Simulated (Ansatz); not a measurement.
How BeS answers to pressure

```
CELL_PARAMETERS angstrom
0.00000 2.43765 2.43765
2.43765 0.00000 2.43765
2.43765 2.43765 0.00000
ATOMIC_POSITIONS crystal
Be 0.00000 0.00000 0.00000
S 0.25000 0.25000 0.25000
```

The structure comes from a relaxation in the same program, started in the zincblende type, and has space group F-43m. Whether it is a known phase or the ground state wasn't checked.

All numbers below come from Ansatz 0.2.0, DFT, PBE, all-electron LAPW, scalar-relativistic.

Sampling and basis: a Γ-centred 12×12×12 k mesh, Fermi–Dirac smearing of 0.05 eV, basis error target 1 meV/atom, no spin polarisation.

The cell is scaled evenly with fractional coordinates held. Semilocal gaps are too small, but their slopes carry over better.

```tsv
V/V(cell)	P (GPa)	gap on the k mesh (eV)
0.9600	4.12	3.053
0.9800	1.98	3.101
1.0000	0.03	3.145
1.0200	-1.75	3.187
```

Problem. From the rows at 0.9800 and 1.0200, what is the bulk modulus at the cell's volume?

Solution. B = −ΔP/Δln V = −[(-1.75) − (1.98)]/0.04001 = 93.2 GPa.

Problem. What are the gap's volume deformation potential and pressure coefficient?

Solution. dEg/dln V = (3.187 − 3.101)/0.04001 = 2.15 eV, and dEg/dP = −(dEg/dln V)/B = -23 meV/GPa: pressure narrows the gap.

Problem. Predict the row at V/V(cell) = 1.0400. How far is a linear estimate of P off?

Solution. P = -3.36 GPa, gap 3.226 eV. The linear estimate P(cell) − B ln(V/V(cell)) = -3.63 GPa misses by 0.27 GPa, since the modulus falls on expansion.
